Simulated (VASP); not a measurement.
# FeSi2 (P4/mmm) in VASP: elastic constants with LDA

Aim: the elastic constants of FeSi2 with LDA.

Everything below comes from runs of VASP 6.6.1. Logs are shortened: lines on timing, memory, paths and dates and some standing lists are left out, and cuts for length are marked.

## (1) Starting point

Symmetry: P4/mmm, No. 123, tetragonal system. Conventional cell: a = 2.684 Å, b = 2.684 Å, c = 5.128 Å, α = 90.00°, β = 90.00°, γ = 90.00°. Around Fe (site symmetry 4/mmm) lie 8 Si at 2.35 Å and 4 Fe at 2.68 Å. Si (site symmetry 4mm) has 4 Fe at 2.35 Å and 5 Si at 2.36 to 2.68 Å as nearest neighbours.

## (2) Elastic constants, LDA

POSCAR

```
FeSi2
1.0
    2.6840000000      0.0000000000      0.0000000000
    0.0000000000      2.6840000000      0.0000000000
    0.0000000000      0.0000000000      5.1280000000
Fe Si
1 2
Direct
    0.0000000000      0.0000000000      0.0000000000
    0.5000000000      0.5000000000      0.2700000000
    0.5000000000      0.5000000000      0.7300000000
```

INCAR.step1

```
SYSTEM = FeSi2
ALGO = Normal
EDIFF = 1E-8
EDIFFG = -0.002
ENCUT = 600
GGA = CA
IBRION = 2
ISIF = 3
ISMEAR = 0
LASPH = .True.
LCHARG = .False.
LREAL = .False.
LWAVE = .False.
NELM = 100
NSW = 40
PREC = Accurate
SIGMA = 0.1
```

INCAR.step2

```
SYSTEM = FeSi2
ALGO = Normal
EDIFF = 1E-8
ENCUT = 600
GGA = CA
IBRION = 6
ISIF = 3
ISMEAR = 0
LASPH = .True.
LCHARG = .False.
LREAL = .False.
LWAVE = .False.
NELM = 100
NFREE = 2
NSW = 1
POTIM = 0.015
PREC = Accurate
SIGMA = 0.1
```

KPOINTS

```
k-points
0
Gamma
  16 16 8
  0 0 0
```

Potentials or basis: VASP PAW LDA potentials, release 64 (Fe, Si).

Launch:

```
> cat potpaw_LDA.64/Fe/POTCAR potpaw_LDA.64/Si/POTCAR > POTCAR
> cp INCAR.step1 INCAR
> mpirun -np 1 vasp_std > vasp.out
> cp CONTCAR POSCAR
> cp INCAR.step2 INCAR
> mpirun -np 1 vasp_std > vasp.out
```

OUTCAR:

```text
SYSTEM = FeSi2
   EDIFF = 1E-8
   ENCUT = 600
   GGA = CA
   IBRION = 6
   ISIF = 3
   ISMEAR = 0
   LASPH = .True.
   LREAL = .False.
   NELM = 100
   NFREE = 2
   NSW = 1
   POTIM = 0.015
   PREC = Accurate

 ion  position               nearest neighbor table
   1  0.000  0.000  0.000-   2 2.33   3 2.33   2 2.33   3 2.33   2 2.33   3 2.33   2 2.33   3 2.33

   2  0.500  0.500  0.272-   3 2.32   1 2.33   1 2.33   1 2.33   1 2.33   3 2.75
   3  0.500  0.500  0.728-   2 2.32   1 2.33   1 2.33   1 2.33   1 2.33   2 2.75

  LATTYP: Found a simple tetragonal cell.
 ALAT       =     2.6613279515
 C/A-ratio  =     1.9052364081

  Lattice vectors:

 A1 = (   2.6613279515,   0.0000000000,   0.0000000000)
 A2 = (   0.0000000000,   2.6613279515,   0.0000000000)
 A3 = (   0.0000000000,   0.0000000000,   5.0704589073)

Analysis of symmetry for initial positions (statically):
=====================================================================
 Subroutine PRICEL returns:
 Original cell was already a primitive cell.

 Routine SETGRP: Setting up the symmetry group for a
 simple tetragonal supercell.

 Subroutine GETGRP returns: Found 16 space group operations
 (whereof 16 operations were pure point group operations)
 out of a pool of 16 trial point group operations.

The static configuration has the point symmetry D_4h.

Analysis of symmetry for dynamics (positions and initial velocities):
=====================================================================
 Subroutine PRICEL returns:
 Original cell was already a primitive cell.

 Routine SETGRP: Setting up the symmetry group for a
 simple tetragonal supercell.

 Subroutine GETGRP returns: Found 16 space group operations
 (whereof 16 operations were pure point group operations)
 out of a pool of 16 trial point group operations.

[... 703 lines left out ...]
 k-point    24 :       0.5000    0.1250    0.0000
  band No.  band energies     occupation
      1       0.5213      2.00000
      2       2.5318      2.00000
      3       3.4567      2.00000
      4       5.7309      2.00000
      5       6.3112      2.00000
      6       7.2814      2.00000
      7       8.2856      2.00000
      8       9.4929      2.00000
      9      10.3934      0.19277
     10      11.8826      0.00000
     11      12.7568      0.00000
     12      15.7385      0.00000

 [... further k-points ...]
[... 5 lines left out ...]
  --------------------------------------------------------------------------------------
  -------------------------------------------------------------------------------------
  Total        0.1205499      0.1205499     -0.0101322      0.0000000      0.0000000     -0.0000000
  in kB        5.3781544      5.3781544     -0.4520343      0.0000000      0.0000000     -0.0000000
  external PRESSURE =       3.4347582 kB  Pullay stress =       0.0000000 kB
[... 18 lines left out ...]
  FREE ENERGIE OF THE ION-ELECTRON SYSTEM (eV)
  ---------------------------------------------------
  free  energy   TOTEN  =       -22.8616152912 eV

  energy  without entropy=      -22.8566389496  energy(sigma->0) =      -22.85912712

 INTERNAL STRAIN TENSORS FROM STRAINED CELLS
 ============================================

 INTERNAL STRAIN TENSOR FOR ION    1 for displacements in x,y,z  (eV/Angst):
          X           Y           Z          XY          YZ          ZX
  --------------------------------------------------------------------------------
  x     0.00000     0.00000     0.00000     0.00000     0.00000    -0.00000
  y     0.00000     0.00000    -0.00000     0.00000     0.00000     0.00000
  z     0.00000     0.00000     0.00000     0.00000     0.00000     0.00000

 INTERNAL STRAIN TENSORS FROM DISPLACED ATOMS
 ============================================

 INTERNAL STRAIN TENSOR FOR ION    1 for displacements in x,y,z  (eV/Angst):
          X           Y           Z          XY          YZ          ZX
  --------------------------------------------------------------------------------
  x     0.00000     0.00000     0.00000     0.00000     0.00000     0.00000
  y     0.00000     0.00000     0.00000     0.00000     0.00000     0.00000
  z     0.00000     0.00000     0.00000     0.00000     0.00000     0.00000

 INTERNAL STRAIN TENSOR FOR ION    3 for displacements in x,y,z  (eV/Angst):
          X           Y           Z          XY          YZ          ZX
  --------------------------------------------------------------------------------
  x     0.00000     0.00000     0.00000     0.00000     0.00000     5.47153
  y    -0.00000     0.00000     0.00000     0.00000     5.47153     0.00000
  z     7.85291     7.85291    -1.42711     0.00000     0.00000     0.00000

 Eigenvectors and eigenvalues of the dynamical matrix
 ----------------------------------------------------

   1 f  =   16.990307 THz   106.753249 2PiTHz  566.735650 cm-1    70.266234 meV
             X         Y         Z           dx          dy          dz
      0.000000  0.000000  0.000000    -0.000000   -0.000000   -0.000000
      1.330664  1.330664  1.376724    -0.000000    0.000000    0.707107
      1.330664  1.330664  3.693735     0.000000   -0.000000   -0.707107
[... 43 lines left out ...]
   9 f/i=    0.001450 THz     0.009114 2PiTHz    0.048383 cm-1     0.005999 meV
             X         Y         Z           dx          dy          dz
      0.000000  0.000000  0.000000     0.000000    0.000000    0.706179
      1.330664  1.330664  1.376724     0.000000    0.000000    0.500655
      1.330664  1.330664  3.693735     0.000000    0.000000    0.500655

--------------------------------------------------------------------------------------------------------

 ELASTIC MODULI CONTR FROM IONIC RELAXATION (kBar)
 Direction    XX          YY          ZZ          XY          YZ          ZX
 --------------------------------------------------------------------------------
 XX        -165.8757   -165.8757     30.1447      0.0000      0.0000      0.0000
 YY        -165.8757   -165.8757     30.1447      0.0000      0.0000      0.0000
 ZZ          30.1447     30.1447     -5.4782      0.0000     -0.0000     -0.0000
 XY           0.0000      0.0000      0.0000      0.0000      0.0000      0.0000
 YZ           0.0000      0.0000     -0.0000      0.0000   -476.7000     -0.0000
 ZX           0.0000      0.0000     -0.0000      0.0000     -0.0000   -476.6999
 --------------------------------------------------------------------------------

 TOTAL ELASTIC MODULI (kBar)
 Direction    XX          YY          ZZ          XY          YZ          ZX
 --------------------------------------------------------------------------------
 XX        3803.5084    892.3631   1085.4692      0.0000      0.0000      0.0000
 YY         892.3631   3803.5084   1085.4692      0.0000      0.0000      0.0000
 ZZ        1085.4692   1085.4692   5058.6572      0.0000     -0.0000     -0.0000
 XY           0.0000      0.0000      0.0000   1328.7429      0.0000      0.0000
 YZ           0.0000      0.0000     -0.0000      0.0000   1210.8456     -0.0000
 ZX           0.0000      0.0000     -0.0000      0.0000     -0.0000   1210.8457
 --------------------------------------------------------------------------------
```

OUTCAR.step1:

```text
SYSTEM = FeSi2
   EDIFF = 1E-8
   EDIFFG = -0.002
   ENCUT = 600
   GGA = CA
   IBRION = 2
   ISIF = 3
   ISMEAR = 0
   LASPH = .True.
   LREAL = .False.
   NELM = 100
   NSW = 40
   PREC = Accurate
[... 771 lines left out ...]
  band No.  band energies     occupation
      1      -3.8029      2.00000
      2       1.0888      2.00000
      3       2.2143      2.00000
      4       6.5733      2.00000
      5       8.5917      2.00000
      6       8.7459      2.00000
      7       8.7459      2.00000
      8       9.6720      2.00000
      9      14.9641      0.00000
     10      14.9641      0.00000
     11      16.9934      0.00000
     12      17.5317      0.00000
[... 375 lines left out ...]
  FREE ENERGIE OF THE ION-ELECTRON SYSTEM (eV)
  ---------------------------------------------------
  free  energy   TOTEN  =       -22.8641116817 eV

  energy  without entropy=      -22.8591885322  energy(sigma->0) =      -22.86165011

 reached required accuracy - stopping structural energy minimisation
```

OSZICAR.step1:

```text
N       E                     dE             d eps       ncg     rms          rms(c)
DAV:   1     0.736553819529E+02    0.73655E+02   -0.79304E+03  5416   0.153E+03
DAV:   2    -0.193028162650E+02   -0.92958E+02   -0.85222E+02  5424   0.266E+02
DAV:   3    -0.243087975375E+02   -0.50060E+01   -0.47681E+01  7140   0.702E+01
[... 99 lines left out ...]
       N       E                     dE             d eps       ncg     rms          rms(c)
DAV:   1    -0.228641117817E+02   -0.23842E-06   -0.44047E-06  6584   0.288E-02    0.314E-03
DAV:   2    -0.228641121353E+02   -0.35367E-06   -0.28082E-06  8168   0.428E-02    0.606E-03
DAV:   3    -0.228641116819E+02    0.45343E-06   -0.13151E-06  8052   0.296E-02    0.525E-04
DAV:   4    -0.228641116817E+02    0.17906E-09   -0.27199E-08  5484   0.167E-03
  11 F= -.22864112E+02 E0= -.22861650E+02  d E =-.140460E-06
```

It took 40 min on 1 thread of Intel Xeon Platinum 8259CL at 2.50GHz (Skylake/Cascade Lake), shared host; peak memory 0.7 GiB.

What came out:

```
Relaxed volume                                          : 11.97 Å³/atom
Relaxed cell                                            : a = 2.661 Å, b = 2.661 Å, c = 5.070 Å, α = 90.00°, β = 90.00°, γ = 90.00°
Space group after relaxing (to 0.05 Å)                  : P4/mmm (No. 123)
Voigt bulk modulus                                      : 209 GPa
Highest phonon frequency at Γ, LO-TO splitting left out : 567 cm⁻¹
```

The path:
```
step  energy change (eV)  largest force (eV/Å)  pressure (GPa)  volume (Å³)
   1              0.0000                0.1155           -5.43        36.94
   2              0.0101                0.1984            7.83        34.75
   3             -0.0185                0.1623            0.08        35.94
   4             -0.0185                0.1630            0.19        35.92
   5             -0.0191                0.0756           -0.01        35.91
   6             -0.0193                0.0013            0.05        35.91
   7             -0.0194                0.0005           -0.09        35.93
   8             -0.0194                0.0002           -0.08        35.93
   9             -0.0194                0.0037            0.05        35.90
  10             -0.0194                0.0020            0.00        35.91
  11             -0.0194                0.0003            0.00        35.91
```

Final structure:
```yaml
crystal:
  lattice:
    - [2.66133, 0.00000, 0.00000]
    - [0.00000, 2.66133, 0.00000]
    - [0.00000, 0.00000, 5.07046]
  atoms:
    - { symbol: Fe, position: [0.00000, 0.00000, 0.00000] }
    - { symbol: Si, position: [0.50000, 0.50000, 0.27152] }
    - { symbol: Si, position: [0.50000, 0.50000, 0.72848] }
```

Phonon frequencies in cm⁻¹ (negative: imaginary):
```
              q point                    frequencies
(0.000, 0.000, 0.000)  0 0 0 233 233 298 298 369 567
```

Elastic tensor in Voigt notation (GPa, in the Cartesian axes of the cell as first typed):
```
380  89 109   0   0   0
 89 380 109   0   0   0
109 109 506   0   0   0
  0   0   0 121   0   0
  0   0   0   0 121   0
  0   0   0   0   0 133
```

Clamped-ion elastic tensor (GPa):
```
397 106 106   0   0   0
106 397 106   0   0   0
106 106 506   0   0   0
  0   0   0 169   0   0
  0   0   0   0 169   0
  0   0   0   0   0 133
```
